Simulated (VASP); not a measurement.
A run of VASP 6.6.1 is set up as follows.

The input INCAR:

```
SYSTEM = ZnSe
PREC = Accurate
ENCUT = 600
EDIFF = 1E-7
ISMEAR = 0
SIGMA = 0.03
LREAL = .False.
LASPH = .True.
NELM = 80
ALGO = Normal
ISIF = 3
LWAVE = .False.
LCHARG = .False.
GGA = PS
IBRION = 2
NSW = 90
EDIFFG = -0.005
```

Contents of KPOINTS:

```
regular mesh
0
Gamma
  8 8 8
  0 0 0
```

Contents of POSCAR:

```
ZnSe                                    
1.0
    0.0000000000      2.8206646092      2.8206646092
    2.8206646092      0.0000000000      2.8206646092
    2.8206646092      2.8206646092     -0.0000000000
  Zn              Se            
     1     1
Direct
     0.0000000000000000    0.0000000000000000    0.0000000000000000
     0.2500000000000000    0.2500000000000000    0.2500000000000000
```

Potentials or basis: VASP PAW PBE potentials, release 64 (Zn, Se).

The run is started by

```console
$ cat potpaw_PBE.64/Zn/POTCAR potpaw_PBE.64/Se/POTCAR > POTCAR
$ mpirun -np 1 vasp_std > vasp.out
```

Problem. Estimate the band gap on the k mesh.

Solution. 1.23 eV, direct.

Final structure:
```xyz
2
Lattice="0.0000 2.8207 2.8207 2.8207 0.0000 2.8207 2.8207 2.8207 0.0000" Properties=species:S:1:pos:R:3 pbc="T T T"
Zn    0.0000    0.0000    0.0000
Se    1.4103    1.4103    1.4103
```

Caveat: the relaxation stopped at its first step, so nothing moved. As with any semilocal functional, this PBEsol gap is likely too small.
